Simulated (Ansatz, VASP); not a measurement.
## Y: VASP beside Ansatz

The input INCAR:

```
SYSTEM = Y
PREC = Accurate
ENCUT = 520
EDIFF = 1E-7
ISMEAR = 0
SIGMA = 0.15
LREAL = .False.
LASPH = .True.
NELM = 100
ALGO = Fast
ISIF = 2
LWAVE = .False.
LCHARG = .False.
GGA = CA
NBANDS = 12
```

Contents of KPOINTS:

```
Automatic mesh
0
Gamma
  16 16 16
  0 0 0
```

POSCAR

```
Y
1.0
    0.0000000000      2.4850000000      2.4850000000
    2.4850000000      0.0000000000      2.4850000000
    2.4850000000      2.4850000000      0.0000000000
Y
1
Direct
    0.0000000000      0.0000000000      0.0000000000
```

Input for Ansatz:

```yaml
crystal:
  lattice:
    - [0.0, 2.485, 2.485]
    - [2.485, 0.0, 2.485]
    - [2.485, 2.485, 0.0]
  atoms:
    - { symbol: "Y", position: [0.0, 0.0, 0.0] }
basis:
  ecutwfc: 420
kpoints:
  mp_grid: { grid: [16, 16, 16] }
hamiltonian:
  xc: lda
scf:
  occupations: { method: gaussian, width: 0.15 }
output:
  forces: true
  stress: true
  eigenvalues: true
```

This isn't the form of Y at room conditions, which is hcp.

Alike in both runs: task single point; functional LDA; k mesh 16 × 16 × 16; occupations gaussian, width 0.15 eV; no spin polarisation.

```csv
,VASP,Ansatz
version,VASP 6.6.1,Ansatz 0.2.0
potentials or method,"VASP PAW LDA potentials, release 64 (Y_sv)","scalar-relativistic, plane waves, PAW"
plane-wave cutoff (eV),520,420
valence electrons in the cell,11,11
```

Ansatz gave:

| Property | Result |
| --- | --- |
| gap on the k mesh at the Fermi level (eV) | none |
| pressure (GPa) | -1.7 |

Q: Which values does VASP return?

A: gap on the k mesh at the Fermi level (eV): none; pressure (GPa): -1.9.

A gap of «none» marks a metal or a gap that the smearing closes.
